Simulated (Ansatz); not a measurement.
# WS2: the cost of one run

Method: DFT PBE, scalar-relativistic, plane waves, PAW, in Ansatz 0.2.0.

**1. Starting point**

Symmetry: P-6m2, No. 187, hexagonal system. Conventional cell: a = 3.155 Å, b = 3.155 Å, c = 21.140 Å, α = 90.00°, β = 90.00°, γ = 120.00°. W (site symmetry -6m2) is surrounded by 6 S at 2.40 Å. S (site symmetry 3m) has 3 W at 2.40 Å as nearest neighbours.

As a file:

```
W S
1.0
     9.46500    0.00000    0.00000
    -4.73250    8.19693    0.00000
     0.00000    0.00000   21.14000
W S
9 18
Cartesian
  0.0000 1.8215 10.5700
  -1.5775 4.5539 10.5700
  -3.1550 7.2862 10.5700
  3.1550 1.8215 10.5700
  1.5775 4.5539 10.5700
  0.0000 7.2862 10.5700
  6.3100 1.8215 10.5700
  4.7325 4.5539 10.5700
  3.1550 7.2862 10.5700
  1.5775 0.9108 12.1400
  1.5775 0.9108 9.0000
  0.0000 3.6431 12.1400
  0.0000 3.6431 9.0000
  -1.5775 6.3754 12.1400
  -1.5775 6.3754 9.0000
  4.7325 0.9108 12.1400
  4.7325 0.9108 9.0000
  3.1550 3.6431 12.1400
  3.1550 3.6431 9.0000
  1.5775 6.3754 12.1400
  1.5775 6.3754 9.0000
  7.8875 0.9108 12.1400
  7.8875 0.9108 9.0000
  6.3100 3.6431 12.1400
  6.3100 3.6431 9.0000
  4.7325 6.3754 12.1400
  4.7325 6.3754 9.0000
```

**2. Single point: W9S18 sheet, no spin**

Contents of input.yaml:

```yaml
crystal:
  lattice:
    - [9.465, 0.0, 0.0]
    - [-4.7325, 8.1969304468, 0.0]
    - [0.0, 0.0, 21.14]
  atoms:
    - { symbol: W, position: [0.1111111111, 0.2222222222, 0.5] }
    - { symbol: S, position: [0.2222222222, 0.1111111111, 0.5742667928] }
    - { symbol: S, position: [0.2222222222, 0.1111111111, 0.4257332072] }
    - { symbol: W, position: [0.1111111111, 0.5555555556, 0.5] }
    - { symbol: S, position: [0.2222222222, 0.4444444444, 0.5742667928] }
    - { symbol: S, position: [0.2222222222, 0.4444444444, 0.4257332072] }
    - { symbol: W, position: [0.1111111111, 0.8888888889, 0.5] }
    - { symbol: S, position: [0.2222222222, 0.7777777778, 0.5742667928] }
    - { symbol: S, position: [0.2222222222, 0.7777777778, 0.4257332072] }
    - { symbol: W, position: [0.4444444444, 0.2222222222, 0.5] }
    - { symbol: S, position: [0.5555555556, 0.1111111111, 0.5742667928] }
    - { symbol: S, position: [0.5555555556, 0.1111111111, 0.4257332072] }
    - { symbol: W, position: [0.4444444444, 0.5555555556, 0.5] }
    - { symbol: S, position: [0.5555555556, 0.4444444444, 0.5742667928] }
    - { symbol: S, position: [0.5555555556, 0.4444444444, 0.4257332072] }
    - { symbol: W, position: [0.4444444444, 0.8888888889, 0.5] }
    - { symbol: S, position: [0.5555555556, 0.7777777778, 0.5742667928] }
    - { symbol: S, position: [0.5555555556, 0.7777777778, 0.4257332072] }
    - { symbol: W, position: [0.7777777778, 0.2222222222, 0.5] }
    - { symbol: S, position: [0.8888888889, 0.1111111111, 0.5742667928] }
    - { symbol: S, position: [0.8888888889, 0.1111111111, 0.4257332072] }
    - { symbol: W, position: [0.7777777778, 0.5555555556, 0.5] }
    - { symbol: S, position: [0.8888888889, 0.4444444444, 0.5742667928] }
    - { symbol: S, position: [0.8888888889, 0.4444444444, 0.4257332072] }
    - { symbol: W, position: [0.7777777778, 0.8888888889, 0.5] }
    - { symbol: S, position: [0.8888888889, 0.7777777778, 0.5742667928] }
    - { symbol: S, position: [0.8888888889, 0.7777777778, 0.4257332072] }
scf:
  occupations: { method: gaussian, width: 0.02 }
output:
  forces: true
hamiltonian:
  xc: pbe
kpoints:
  mp_grid: { grid: [4, 4, 1] }
efield:
  axis: 3
  dipole_correction: true
```

On the command line:

```bash
> ansatz run input.yaml --threads 8 --pin off --max-ram 14336MiB --backend cpu --events-out ev --progress --plain --runs-dir out
```

**Question.** How long does this run take on 8 threads of Arm Neoverse N1, shared host, and how much memory does it need?

About 29 s, with a peak of 3.5 GiB.
